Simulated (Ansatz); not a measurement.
# SnO under changes of volume

One of the cells (17.769 Å³/atom); the others are scaled copies at fixed shape and fractional positions:

```
Sn O
1.0
     3.81370    0.00000    0.00000
     0.00000    3.81370    0.00000
     0.00000    0.00000    4.88691
Sn O
2 2
Cartesian
  1.9068 0.0000 3.7367
  0.0000 1.9068 1.1503
  0.0000 0.0000 0.0000
  1.9068 1.9068 0.0000
```

The cell is a database's computed one.

| Property | Result |
| --- | --- |
| Program | Ansatz 0.2.0 |
| Functional | PBE |
| Potentials or basis | Ansatz PAW polarizable |
| Cutoff | 420 eV (not typed: the program's choice for these potentials) |
| k mesh | 7 × 7 × 6 |
| Occupations | fermi-dirac, width 0.05 eV |
| Spin | no spin polarisation |

| volume (Å³/atom) | energy over the lowest point (meV/atom) | pressure (GPa) | gap on the mesh (eV) | largest force (eV/Å) |
| --- | --- | --- | --- | --- |
| 16.703 | ? | ? | ? | ? |
| 17.058 | 33.21 | 8.0 | 0.22 | 0.977 |
| 17.414 | 18.01 | 5.7 | 0.30 | 0.662 |
| 17.769 | 7.70 | 3.6 | 0.37 | 0.370 |
| 18.125 | 1.83 | 1.7 | 0.44 | 0.100 |
| 18.480 | 0.00 | 0.0 | 0.51 | 0.151 |
| 18.835 | 1.71 | -1.5 | 0.57 | 0.385 |

Problem. What does the run at 16.703 Å³/atom give?

Solution. Energy over the lowest point 53.90 meV/atom; pressure 10.6 GPa; gap on the mesh 0.14 eV; largest force 1.320 eV/Å.

Worked out: A Birch-Murnaghan fit of order 3 (a polynomial in V^(-2/3)) to the other rows has its minimum at 18.48 Å³/atom with B0 = V·E''(V) = 84 GPa and B' = 4.3 at fixed shape and positions, which overstates the stiffness. It gives 53.84 meV/atom at 16.703 Å³/atom, against the run's 53.90, and -dE/dV = 10.6 GPa, against 10.6. A straight line through the other rows of the gap, of slope 3.53 eV per unit of ln V, extrapolates to 0.15 eV, against the run's 0.14.

Energies are extrapolated to zero smearing.

Caveats: odd divisions of the mesh miss points on the zone boundary, where band edges often lie, so the gap on the mesh can be too wide; spin-orbit coupling is left out, which moves the levels of the heavy elements; forces of over 1 eV/Å show positions far from the minimum, so gaps and moduli don't describe the material at rest (some runs).

A mesh can miss the band edges.
